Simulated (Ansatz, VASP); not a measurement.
**Hf in VASP and in Ansatz**

```
CELL_PARAMETERS angstrom
0.00000 2.17468 2.17468
2.17468 0.00000 2.17468
2.17468 2.17468 0.00000
ATOMIC_POSITIONS crystal
Hf 0.00000 0.00000 0.00000
```

Change from the starting cell: volume scaled by 0.94.

Alike in both runs: task single point; functional PBE; k mesh 10 × 10 × 10; occupations fermi-dirac, width 0.05 eV; no spin polarisation.

|  | VASP | Ansatz |
| --- | --- | --- |
| version | VASP 6.6.1 | Ansatz 0.2.0 |
| potentials or method | VASP PAW PBE potentials, release 64 (Hf_pv) | Ansatz PAW |
| plane-wave cutoff (eV) | 520 | 420 |
| valence electrons in the cell | 10 | 26 |

Ansatz gave:

```
gap on the k mesh at the Fermi level (eV) : none
pressure (GPa)                            : 11.0
```

Task: Estimate VASP's values.

Result: gap on the k mesh at the Fermi level (eV): none; pressure (GPa): 10.5.

A gap of «none» marks a metal or a gap that the smearing closes. The two sets of potentials don't hold the same shells in valence.

Spin-orbit coupling is left out, which matters for the levels of Hf.
